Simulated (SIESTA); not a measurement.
The system is Co.

```
Co
1.0
     2.47200    0.00000    0.00000
    -1.23600    2.14081    0.00000
     0.00000    0.00000    4.02114
Co
2
Direct
  0.66667 0.33333 0.75000
  0.33333 0.66667 0.25000
```

Base run:

| Item | Value |
| --- | --- |
| Program | SIESTA 5.4.2 |
| Functional | PBE |
| Potentials or basis | PseudoDojo 0.4 standard (PBE files) |
| Basis | DZP (energy shift 0.002 Ry) |
| Grid cutoff | 800 Ry |
| Energy shift | 0.002 Ry |
| k mesh | 12 × 12 × 7 |
| Occupations | fermi-dirac, width 0.05 eV |
| Spin | collinear spin, ferromagnetic start |
| Starting moments | [2.0, 2.0] μB |

Its results: band gap on the k mesh none (metal or under the smearing width); pressure 5.1 GPa; net moment 3.24 μB per cell; site moments Co +1.62 μB.

**Question.** The run is repeated on the same cell with these changes: basis from DZP (energy shift 0.002 Ry) to SZ (energy shift 0.01 Ry); energy shift from 0.002 Ry to 0.01 Ry. What comes out?

**Answer.** Band gap on the k mesh none (metal or under the smearing width); pressure -2.4 GPa; net moment 3.18 μB per cell; site moments Co +1.59 μB.

Caveats: the basis of atomic orbitals isn't converged, which shifts pressures, moduli and gaps; semicore shells carry a single zeta, which can move pressures by several GPa and volumes by a few percent (some runs); the basis has no polarisation orbitals (some runs); short orbitals over semicore shells can move pressures by several GPa (some runs).

Not every run made on this cell is shown here.
